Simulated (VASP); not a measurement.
Input of a VASP 6.6.1 run:

Contents of POSCAR:

```
BeTe
1.0
    0.0000000000      2.8284734428      2.8284734428
    2.8284734428      0.0000000000      2.8284734428
    2.8284734428      2.8284734428      0.0000000000
Be Te
1 1
Direct
    0.0000000000      0.0000000000      0.0000000000
    0.2500000000      0.2500000000      0.2500000000
```

Contents of INCAR.step1:

```
SYSTEM = BeTe
PREC = Accurate
ENCUT = 520
ISMEAR = 0
SIGMA = 0.02
LREAL = .False.
LASPH = .True.
NELM = 60
NBANDS = 11
GGA = PE
ALGO = Normal
EDIFF = 1E-4
LWAVE = .True.
LCHARG = .False.
```

File INCAR.step2:

```
SYSTEM = BeTe
PREC = Accurate
ENCUT = 520
EDIFF = 1E-6
ISMEAR = 0
SIGMA = 0.02
LREAL = .False.
LASPH = .True.
NELM = 60
ALGO = Normal
ISIF = 2
LWAVE = .False.
LCHARG = .False.
METAGGA = R2SCAN
LMIXTAU = .True.
NBANDS = 11
ISTART = 1
```

KPOINTS

```
Automatic mesh
0
Gamma
  8 8 8
  0 0 0
```

Potentials or basis: VASP PAW PBE potentials, release 64 (Be, Te).

Run with:

```console
$ cat potpaw_PBE.64/Be/POTCAR potpaw_PBE.64/Te/POTCAR > POTCAR
$ cp INCAR.step1 INCAR
$ mpirun -np 1 vasp_std > vasp.out
$ cp INCAR.step2 INCAR
$ mpirun -np 1 vasp_std > vasp.out
```

Task: What does it give for the pressure?

Result: 0.2 GPa.

Task: Predict the band gap on the k mesh.

Result: 2.37 eV, indirect (least direct gap 4.03 eV).

Caveat: the PAW data sets were made with another functional, which shifts forces and pressure a little; spin-orbit coupling is left out, which moves the levels of the heavy elements. A k mesh can miss the band edges.
